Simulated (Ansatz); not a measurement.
## Ligand exchange: C4H10O + GeF4 → C3H7FO + Ge(CH3)F3

Gas-phase species: C4H10O `CCOCC`, singlet; GeF4 `[F][Ge]([F])([F])[F]`, singlet; C3H7FO `CCOCF`, singlet; Ge(CH3)F3, singlet. The partners trade CH3 for F: C–CH3 and Ge–F bonds give way to C–F and Ge–CH3.

Shapes, held fixed at every level: PBE0-D4/def2-TZVP. Flexible molecules stand in one conformer, not always the lowest. Programs: Ansatz 0.2.0. The zero-point and thermal change to 298 K, harmonic and unscaled (PBE0-D4/def2-TZVP), is -1.0 kJ/mol.

| level | kind | ΔH(298 K) (kJ/mol) | less CCSD(T)/def2-TZVPP |
| --- | --- | --- | --- |
| HF/def2-TZVPP | Hartree–Fock | +41.3 | -1.6 |
| SPW92/def2-TZVPP | LDA | +23.6 | -19.3 |
| r2SCAN-D4/def2-TZVPP | meta-GGA | +34.7 | -8.2 |
| wB97X-V/def2-TZVPP | range-separated hybrid | +33.9 | -9.0 |
| B2PLYP/def2-TZVPP | double hybrid | +37.2 | -5.7 |
| MP2/def2-SVP | perturbation theory | +53.3 | +10.4 |
| CCSD/def2-TZVPP | coupled cluster or CI | +42.9 | 0.0 |
| CCSD(T)/def2-TZVPP | coupled cluster or CI | +42.9 | 0.0 |

The highest level, CCSD(T)/def2-TZVPP, gives ΔH(298 K) = +42.9 kJ/mol; the levels span +23.6 to +53.3. The column of differences is taken from that level and isn't an error. No measured value is set beside it here. Relativity is left out for Ge. Outer-core shells of Ge are correlated, in sets that cover them unevenly.
